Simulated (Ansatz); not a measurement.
# Al6N5: the cost of one run

Method: DFT PBEsol, scalar-relativistic, plane waves, PAW, in Ansatz 0.2.0.

7 further runs of the same task are left out: 7 set aside as unsound or not needed.

## 1. Starting point

It takes space group P6_3/mmc (No. 194, hexagonal). Conventional cell: a = 3.301 Å, b = 3.301 Å, c = 4.140 Å, α = 90.00°, β = 90.00°, γ = 120.00°. Al (site symmetry -6m2) is surrounded by 5 N at 1.91 to 2.07 Å. N (site symmetry -6m2) has 5 Al at 1.91 to 2.07 Å as nearest neighbours.

As a file:

```
CELL_PARAMETERS angstrom
3.30147 0.00000 0.00000
-1.65073 2.85916 0.00000
0.00000 0.00000 4.13987
ATOMIC_POSITIONS crystal
Al 0.33333 0.66667 0.75000
Al 0.66667 0.33333 0.25000
N 0.33333 0.66667 0.25000
N 0.66667 0.33333 0.75000
```

It goes back to an entry of the Materials Project, which need not be the stable form.

This cell was relaxed beforehand with the same method: volume 9.77 Å³/atom, gap on the mesh 3.33 eV.

## 2. The scan

Atoms count from 1 in the order of the input.

An atom moved over a plane that holds its own site and a neighbouring vacancy.

First coordinate, path of N9 from its site (0) to the vacancy (1), 2.814 Å: 11 values from −0.125 to 1.125. Second coordinate, shift of N9 across the path, along a normal: 9 values from −0.700 Å.

Nothing else is relaxed (all other atoms held at the sites of the perfect crystal). Points are written as (first, second).

## 3. Grid point (0.250, −0.525 Å)

input.yaml

```yaml
crystal:
  lattice:
    - [-3.3014697842, 0.0, 4.1398709024]
    - [1.6507348921, -2.859156703, 4.1398709024]
    - [1.6507348921, 2.859156703, 4.1398709024]
  atoms:
    - { symbol: Al, position: [0.25, 0.9166666667, 0.5833333333] }
    - { symbol: Al, position: [0.5833333333, 0.25, 0.9166666667] }
    - { symbol: Al, position: [0.9166666667, 0.5833333333, 0.25] }
    - { symbol: Al, position: [0.75, 0.0833333333, 0.4166666667] }
    - { symbol: Al, position: [0.0833333333, 0.4166666667, 0.75] }
    - { symbol: Al, position: [0.4166666667, 0.75, 0.0833333333] }
    - { symbol: "N", position: [0.4166666667, 0.0833333333, 0.75] }
    - { symbol: "N", position: [0.75, 0.4166666667, 0.0833333333] }
    - { symbol: "N", position: [0.8621611982, 0.1639025755, 0.5130318868] }
    - { symbol: "N", position: [0.25, 0.5833333333, 0.9166666667] }
    - { symbol: "N", position: [0.5833333333, 0.9166666667, 0.25] }
total_charge: 3
basis:
  ecutwfc: 420
kpoints:
  mp_grid: { grid: [6, 6, 6] }
hamiltonian:
  xc: pbesol
  pseudopotentials: { kind: paw, azcp: { folder: soft_1 } }
scf:
  occupations: { method: gaussian, width: 0.05 }
output:
  forces: true
  stress: true
  eigenvalues: true
  write_density: true
  write_potential: true
  elf: true
  volumetric_format: npy
```

Launch:

```
> ansatz run input.yaml --threads 4 --pin off --max-ram 8192MiB --backend cpu --events-out ev --progress --plain --runs-dir out
```

What time and memory should one allow on 4 threads of Arm Neoverse N1, shared host?

About 30 s, with a peak of 0.59 GiB.
